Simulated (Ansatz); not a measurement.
Crystal: CaO.

```
Ca O
1.0
     0.00000    2.40356    2.40356
     2.40356    0.00000    2.40356
     2.40356    2.40356    0.00000
Ca O
1 1
Direct
  0.00000 0.00000 0.00000
  0.50000 0.50000 0.50000
```

The cell is a database's computed one.

Base run:

```yaml
Program: Ansatz 0.2.0
Functional: PBEsol
Potentials_or_basis: all-electron LAPW, scalar-relativistic
Cutoff: 246 eV (chosen from the basis error)
Basis_error_allowed: 0.001 eV/atom
k_mesh: 10 × 10 × 10
Occupations: gaussian, width 0.05 eV
Spin: no spin polarisation
```

Its results: band gap on the k mesh 3.55 eV, indirect (least direct gap 3.93 eV); pressure -2.7 GPa.

Question: The run is repeated on the same cell with these changes: functional from PBEsol to PBE. What comes out?

Answer: Band gap on the k mesh 3.65 eV, indirect (least direct gap 4.03 eV); pressure 1.6 GPa.

PBE binds less tightly than PBEsol, so the same cell stands under more pressure.

A k mesh can miss the band edges.
